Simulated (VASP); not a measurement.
# I (P6_3/mmc) in VASP: single point with r2SCAN

Aim: the single point of I with r2SCAN.

All numbers are computed with VASP 6.6.1; they aren't measurements. Logs are shortened: lines on timing, memory, paths and dates and some standing lists are left out, and cuts for length are marked.

**1. The structure**

It takes space group P6_3/mmc (No. 194, hexagonal). The conventional cell has a = 5.034 Å, b = 5.034 Å, c = 8.307 Å, α = 90.00°, β = 90.00°, γ = 120.00°. I (site symmetry 3m) has 4 I at 3.09 to 3.12 Å as nearest neighbours.

The cell was built by a generator and needn't be a form met in nature.

**2. Single point, r2SCAN**

POSCAR reads:

```
I
1.0
    5.0344120681      0.0000000000      0.0000000000
   -2.5172060341      4.3599287441      0.0000000000
    0.0000000000      0.0000000000      8.3067799124
I
4
Direct
    0.3333333333      0.6666666667      0.4375000000
    0.6666666667      0.3333333333      0.9375000000
    0.6666666667      0.3333333333      0.5625000000
    0.3333333333      0.6666666667      0.0625000000
```

INCAR.step1 reads:

```
SYSTEM = I
PREC = Accurate
ENCUT = 520
ISMEAR = 0
SIGMA = 0.1
LREAL = .FALSE.
LASPH = .TRUE.
NELM = 100
NBANDS = 22
GGA = PE
ALGO = Normal
EDIFF = 1E-4
LWAVE = .TRUE.
LCHARG = .FALSE.
```

INCAR.step2 reads:

```
SYSTEM = I
PREC = Accurate
ENCUT = 520
EDIFF = 1E-6
ISMEAR = 0
SIGMA = 0.1
LREAL = .FALSE.
LASPH = .TRUE.
NELM = 100
ALGO = Normal
ISIF = 2
LWAVE = .FALSE.
LCHARG = .TRUE.
METAGGA = R2SCAN
LMIXTAU = .TRUE.
LELF = .TRUE.
LVHAR = .TRUE.
NBANDS = 22
ISTART = 1
```

KPOINTS reads:

```
regular mesh
0
G
  6 6 2
  0 0 0
```

Potentials or basis: VASP PAW PBE potentials, release 64 (I).

On the command line:

```sh
$ cat potpaw_PBE.64/I/POTCAR > POTCAR
$ cp INCAR.step1 INCAR
$ mpirun -np 1 vasp_std > vasp.out
$ cp INCAR.step2 INCAR
$ mpirun -np 1 vasp_std > vasp.out
```

OUTCAR:

```text
SYSTEM = I
   PREC = Accurate
   ENCUT = 520
   EDIFF = 1E-6
   ISMEAR = 0
   LREAL = .FALSE.
   LASPH = .TRUE.
   NELM = 100
   ISIF = 2
   METAGGA = R2SCAN
   ISTART = 1

 ion  position               nearest neighbor table
   1  0.333  0.667  0.438-   3 3.09   3 3.09   3 3.09   4 3.12
   2  0.667  0.333  0.938-   4 3.09   4 3.09   4 3.09   3 3.12
   3  0.667  0.333  0.562-   1 3.09   1 3.09   1 3.09   2 3.12
   4  0.333  0.667  0.062-   2 3.09   2 3.09   2 3.09   1 3.12

  LATTYP: Found a hexagonal cell.
 ALAT       =     5.0344120681
 C/A-ratio  =     1.6500000000

  Lattice vectors:

 A1 = (   5.0344120681,   0.0000000000,   0.0000000000)
 A2 = (  -2.5172060341,   4.3599287441,   0.0000000000)
 A3 = (   0.0000000000,   0.0000000000,   8.3067799124)

Analysis of symmetry for initial positions (statically):
=====================================================================
 Subroutine PRICEL returns:
 Original cell was already a primitive cell.

 Routine SETGRP: Setting up the symmetry group for a
 hexagonal supercell.

 Subroutine GETGRP returns: Found 24 space group operations
 (whereof 12 operations were pure point group operations)
 out of a pool of 24 trial point group operations.

The static configuration has the point symmetry D_3d.
 The point group associated with its full space group is D_6h.

Analysis of symmetry for dynamics (positions and initial velocities):
=====================================================================
 Subroutine PRICEL returns:
 Original cell was already a primitive cell.

 Routine SETGRP: Setting up the symmetry group for a
 hexagonal supercell.

 Subroutine GETGRP returns: Found 24 space group operations
 (whereof 12 operations were pure point group operations)
 out of a pool of 24 trial point group operations.

The dynamic configuration has the point symmetry D_3d.
 The point group associated with its full space group is D_6h.

 Subroutine INISYM returns: Found 24 space group operations
 (whereof 12 operations are pure point group operations),
 and found     1 'primitive' translations

----------------------------------------------------------------------------------------

                                     Primitive cell

  volume of cell :     182.3311

  direct lattice vectors                    reciprocal lattice vectors
     5.034412068  0.000000000  0.000000000     0.198632926  0.114680773  0.000000000
    -2.517206034  4.359928744  0.000000000     0.000000000  0.229361547  0.000000000
     0.000000000  0.000000000  8.306779912     0.000000000  0.000000000  0.120383592

  length of vectors
     5.034412068  5.034412068  8.306779912     0.229361547  0.229361547  0.120383592

  position of ions in fractional coordinates (direct lattice)
     0.333333333  0.666666667  0.437500000
     0.666666667  0.333333333  0.937500000
     0.666666667  0.333333333  0.562500000
     0.333333333  0.666666667  0.062500000

  ion indices of the primitive-cell ions
   primitive index   ion index
                 1           1
                 2           2
                 3           3
                 4           4

----------------------------------------------------------------------------------------

 KPOINTS: regular mesh

Automatic generation of k-mesh.
 Grid dimensions read from file:
 generate k-points for:    6    6    2

 Generating k-lattice:

  Cartesian coordinates                     Fractional coordinates (reciprocal lattice)
     0.033105488  0.019113462  0.000000000     0.166666667  0.000000000  0.000000000
     0.000000000  0.038226924  0.000000000     0.000000000  0.166666667  0.000000000
     0.000000000  0.000000000  0.060191796     0.000000000  0.000000000  0.500000000

  Length of vectors
     0.038226924  0.038226924  0.060191796

  Shift w.r.t. Gamma in fractional coordinates (k-lattice)
     0.000000000  0.000000000  0.000000000

 Subroutine IBZKPT returns following result:
 ===========================================

 Found     14 irreducible k-points:

 Following reciprocal coordinates:
            Coordinates               Weight
  0.000000  0.000000  0.000000      1.000000
  0.166667  0.000000  0.000000      6.000000
  0.333333  0.000000  0.000000      6.000000
  0.500000  0.000000  0.000000      3.000000
  0.166667  0.166667  0.000000      6.000000
  0.333333  0.166667  0.000000     12.000000
  0.333333  0.333333  0.000000      2.000000
  0.000000  0.000000  0.500000      1.000000
  0.166667  0.000000  0.500000      6.000000
  0.333333  0.000000  0.500000      6.000000
  0.500000  0.000000  0.500000      3.000000
  0.166667  0.166667  0.500000      6.000000
  0.333333  0.166667  0.500000     12.000000
  0.333333  0.333333  0.500000      2.000000
   k-points           NKPTS =     14   k-points in BZ     NKDIM =     14   number of bands    NBANDS=     22
   number of dos      NEDOS =    301   number of ions     NIONS =      4
   total plane-waves  NPLWV = 102400
   dimension x,y,z NGX =    40 NGY =   40 NGZ =   64
   dimension x,y,z NGXF=    80 NGYF=   80 NGZF=  128
   ions per type =               4
   NGX,Y,Z   is equivalent  to a cutoff of  13.21, 13.21, 12.81 a.u.
   NGXF,Y,Z  is equivalent  to a cutoff of  26.42, 26.42, 25.62 a.u.
 SYSTEM =  I
   PREC   = accura    normal or accurate (medium, high low for compatibility)
   ISTART =      1    job   : 0-new  1-cont  2-samecut
   ICHARG =      0    charge: 1-file 2-atom 10-const
   ISPIN  =      1    spin polarized calculation?
   LNONCOLLINEAR =      F non collinear calculations
   LSORBIT =      F    spin-orbit coupling
   LASPH  =      T    aspherical Exc in radial PAW
   ENCUT  =  520.0 eV  38.22 Ry    6.18 a.u.   9.36  9.36 15.45*2*pi/ulx,y,z
   NELM   =    100;   NELMIN=  2; NELMDL=  0     # of ELM steps
   EDIFF  = 0.1E-05   stopping-criterion for ELM
   LREAL  =      F    real-space projection
   EDIFFG = 0.1E-04   stopping-criterion for IOM
   NSW    =      0    number of steps for IOM
   IBRION =     -1    ionic relax: 0-MD 1-quasi-New 2-CG
   NFREE  =      0    steps in history (QN), initial steepest desc. (CG)
   ISIF   =      2    stress and relaxation
   ISYM   =      2    0-nonsym 1-usesym 2-fastsym
   POTIM  = 0.5000    time-step for ionic-motion
   TEBEG  =    0.0;   TEEND  =   0.0 temperature during run
   PSTRESS=    0.0 pullay stress
   NELECT =      28.0000    total number of electrons
   NUPDOWN=      -1.0000    fix difference up-down
   EMIN   =  10.00;   EMAX   =-10.00  energy-range for DOS
   EFERMI =   0.00;   METHOD = LEGACY
   ISMEAR =     0;   SIGMA  =   0.10  broadening in eV -4-tet -1-fermi 0-gaus
   EFERMI_NEDOS =   21; number of points for ismear=-14 and -15
   IALGO  =     38    algorithm
   IMIX   =      4    mixing-type and parameters
     AMIX     =   0.40;   BMIX     =  1.00
     AMIX_MAG =   1.60;   BMIX_MAG =  1.00
  volume/ion in A,a.u.               =      45.58       307.61
  Fermi-wavevector in a.u.,A,eV,Ry     =   0.876679  1.656683 10.456974  0.768566
  Thomas-Fermi vector in A             =   1.996522
   LORBIT       =      0    0 simple, 1 ext, 2 COOP (PROOUT), +10 PAW based schemes
   METAGGA = R2SCAN    functional components
   LHFCALC =     F    Hartree Fock is set to
   AEXX    =    0.0000 exact exchange contribution
   IVDW    =     0    specifies the selected vdW correction
   LEPSILON=     F    determine dielectric tensor
   LRPA    =     F    only Hartree local field effects (RPA)
 non-spin polarized calculation
 Gauss-broadening in eV      SIGMA  =   0.10
  energy-cutoff  :      520.00
  volume of cell :      182.33
 maximum number of plane-waves:      4951
 NGX is ok and might be reduce to    40
   NGX = 19   NGY = 19   NGZ = 31

 number of electron      27.9999996 magnetization

 Free energy of the ion-electron system (eV)
  ---------------------------------------------------
  ext. energy  EPLUGINS =         0.00000000
  ---------------------------------------------------
  free energy    TOTEN  =       -94.82558613 eV

  energy without entropy =      -94.79642996  energy(sigma->0) =      -94.81100804

 E-fermi :   2.6562     XC(G=0):  -7.9621

 val. band max:        2.6035567449   @ k =   0.1667   0.1667   0.5000
 cond. band min:       2.6661560178   @ k =   0.3333   0.3333   0.5000
 fundamental gap:      0.0625992729
 Fermi energy:         2.6562183088

 k-point     1 :       0.0000    0.0000    0.0000
  band No.  band energies     occupation
      1     -12.2708      2.00000
      2     -11.5783      2.00000
      3      -9.7740      2.00000
      4      -8.5537      2.00000
      5      -1.6984      2.00000
      6      -1.6984      2.00000
[... 14 lines left out ...]
     21       9.5780      0.00000
     22       9.8871      0.00000

 k-point     2 :       0.1667    0.0000    0.0000
  band No.  band energies     occupation
      1     -12.1480      2.00000
      2     -11.4439      2.00000
      3      -9.9529      2.00000
      4      -8.8091      2.00000
      5      -2.3152      2.00000
      6      -1.8628      2.00000
[... 14 lines left out ...]
     21       9.8061      0.00000
     22      10.4489      0.00000

 k-point     3 :       0.3333    0.0000    0.0000
  band No.  band energies     occupation
      1     -11.8184      2.00000
      2     -11.0796      2.00000
      3     -10.3953      2.00000
      4      -9.3984      2.00000
      5      -2.6010      2.00000
      6      -2.1329      2.00000
[... 14 lines left out ...]
     21       9.7900      0.00000
     22       9.8821      0.00000

 k-point     4 :       0.5000    0.0000    0.0000
  band No.  band energies     occupation
      1     -11.5383      2.00000
      2     -10.7645      2.00000
      3     -10.7321      2.00000
      4      -9.8186      2.00000
      5      -2.6261      2.00000
      6      -2.2484      2.00000
[... 14 lines left out ...]
     21       9.6093      0.00000
     22       9.6447      0.00000

 k-point     5 :       0.1667    0.1667    0.0000
  band No.  band energies     occupation
      1     -11.9175      2.00000
      2     -11.1897      2.00000
      3     -10.2675      2.00000
      4      -9.2331      2.00000
      5      -2.5101      2.00000
      6      -2.2032      2.00000
[... 14 lines left out ...]
     21       9.7709      0.00000
     22      10.8268      0.00000

 k-point     6 :       0.3333    0.1667    0.0000
  band No.  band energies     occupation
      1     -11.5418      2.00000
      2     -10.7683      2.00000
      3     -10.7264      2.00000
      4      -9.8117      2.00000
      5      -2.5931      2.00000
      6      -2.3897      2.00000
[... 14 lines left out ...]
     21       9.2245      0.00000
     22      10.3331      0.00000

 k-point     7 :       0.3333    0.3333    0.0000
  band No.  band energies     occupation
      1     -11.1470      2.00000
      2     -11.1470      2.00000
      3     -10.3138      2.00000
      4     -10.3138      2.00000
      5      -2.7089      2.00000
      6      -2.2145      2.00000
[... 14 lines left out ...]
     21       9.0041      0.00000
     22      11.0042      0.00000

 k-point     8 :       0.0000    0.0000    0.5000
  band No.  band energies     occupation
      1     -11.9890      2.00000
      2     -11.9890      2.00000
      3      -9.1160      2.00000
      4      -9.1160      2.00000
      5      -1.4641      2.00000
      6      -1.4641      2.00000
[... 14 lines left out ...]
     21       9.4204      0.00000
     22       9.4204      0.00000

 k-point     9 :       0.1667    0.0000    0.5000
  band No.  band energies     occupation
      1     -11.8676      2.00000
      2     -11.8676      2.00000
      3      -9.3226      2.00000
      4      -9.3226      2.00000
      5      -1.8815      2.00000
      6      -1.8815      2.00000
[... 14 lines left out ...]
     21       9.3282      0.00000
     22       9.3282      0.00000

 k-point    10 :       0.3333    0.0000    0.5000
  band No.  band energies     occupation
      1     -11.5517      2.00000
      2     -11.5517      2.00000
      3      -9.8035      2.00000
      4      -9.8035      2.00000
      5      -2.0709      2.00000
      6      -2.0709      2.00000
[... 14 lines left out ...]
     21       9.5669      0.00000
     22       9.5669      0.00000

 k-point    11 :       0.5000    0.0000    0.5000
  band No.  band energies     occupation
      1     -11.3109      2.00000
      2     -11.3109      2.00000
      3     -10.1240      2.00000
      4     -10.1240      2.00000
      5      -2.0871      2.00000
      6      -2.0871      2.00000
[... 14 lines left out ...]
     21      10.1989      0.00000
     22      10.1989      0.00000

 k-point    12 :       0.1667    0.1667    0.5000
  band No.  band energies     occupation
      1     -11.6444      2.00000
      2     -11.6444      2.00000
      3      -9.6694      2.00000
      4      -9.6694      2.00000
      5      -2.0039      2.00000
      6      -2.0039      2.00000
[... 14 lines left out ...]
     21       9.6074      0.00000
     22       9.6074      0.00000

 k-point    13 :       0.3333    0.1667    0.5000
  band No.  band energies     occupation
      1     -11.3135      2.00000
      2     -11.3135      2.00000
      3     -10.1188      2.00000
      4     -10.1188      2.00000
      5      -2.2655      2.00000
      6      -2.2655      2.00000
[... 14 lines left out ...]
     21      10.0041      0.00000
     22      10.0041      0.00000

 k-point    14 :       0.3333    0.3333    0.5000
  band No.  band energies     occupation
      1     -11.1339      2.00000
      2     -11.1339      2.00000
      3     -10.3345      2.00000
      4     -10.3345      2.00000
      5      -2.4563      2.00000
      6      -2.4563      2.00000
[... 14 lines left out ...]
     21      10.0054      0.00000
     22      10.0054      0.00000

------------------------ aborting loop because EDIFF is reached ----------------------------------------

  FORCE on cell =-STRESS in cart. coord.  units (eV):
  Direction    XX          YY          ZZ          XY          YZ          ZX
  --------------------------------------------------------------------------------------
  -------------------------------------------------------------------------------------
  Total        6.7131436      6.7131436      6.1106405     -0.0000000      0.0000000     -0.0000000
  in kB       58.9896289     58.9896289     53.6953229     -0.0000000      0.0000000     -0.0000000
  external PRESSURE =      57.2248602 kB  Pullay stress =       0.0000000 kB

 VOLUME and BASIS-vectors are now :
 -----------------------------------------------------------------------------
  energy-cutoff  :      520.00
  volume of cell :      182.33
      direct lattice vectors                 reciprocal lattice vectors
     5.034412068  0.000000000  0.000000000     0.198632926  0.114680773  0.000000000
    -2.517206034  4.359928744  0.000000000     0.000000000  0.229361547  0.000000000
     0.000000000  0.000000000  8.306779912     0.000000000  0.000000000  0.120383592

 POSITION                                       TOTAL-FORCE (eV/Angst)
 -----------------------------------------------------------------------------------
     -0.00000      2.90662      3.63422        -0.000000      0.000000     -0.133993
      2.51721      1.45331      7.78761        -0.000000      0.000000     -0.133993
      2.51721      1.45331      4.67256         0.000000     -0.000000      0.133993
     -0.00000      2.90662      0.51917         0.000000     -0.000000      0.133993
 -----------------------------------------------------------------------------------
    total drift:                               -0.000000      0.000000     -0.000000

  FREE ENERGIE OF THE ION-ELECTRON SYSTEM (eV)
  ---------------------------------------------------
  free  energy   TOTEN  =       -94.8255861279 eV

  energy  without entropy=      -94.7964299551  energy(sigma->0) =      -94.81100804
```

Run time: 2.2 min. Hardware: 1 thread of Intel Xeon Platinum 8488C (Sapphire Rapids), shared host; peak memory 0.35 GiB.

What came out:

* Free energy: -94.8256 eV
* Pressure: 5.7 GPa
* Largest force: 0.134 eV/Å
* Band gap on the k mesh: none (metal or under the smearing width)

Forces in eV/Å, atoms in the order of the input:
```
I    0.000  0.000 -0.134
I    0.000  0.000 -0.134
I    0.000  0.000  0.134
I    0.000  0.000  0.134
```

Stress tensor (GPa, compression positive):
```
5.90 0.00 0.00
0.00 5.90 0.00
0.00 0.00 5.37
```

Levels at points of the mesh, in eV from the Fermi level:
| k point | band 12 | band 13 | band 14 | band 15 | band 16 | band 17 |
| --- | --- | --- | --- | --- | --- | --- |
| (0.00, 0.00, 0.00) | -1.39 | -1.38 | -0.48 | -0.48 | 0.28 | 4.32 |
| (0.50, 0.00, 0.00) | -0.67 | -0.49 | -0.49 | 0.78 | 1.15 | 5.01 |
| (0.00, 0.00, 0.50) | -0.92 | -0.92 | -0.92 | -0.83 | -0.83 | 5.31 |
| (0.50, 0.00, 0.50) | -1.26 | 0.15 | 0.15 | 0.46 | 0.46 | 5.59 |

Caveat: the k mesh is coarse (spacing up to 0.38 Å⁻¹), so the values aren't converged; the PAW data sets were made with another functional, which shifts forces and pressure a little.
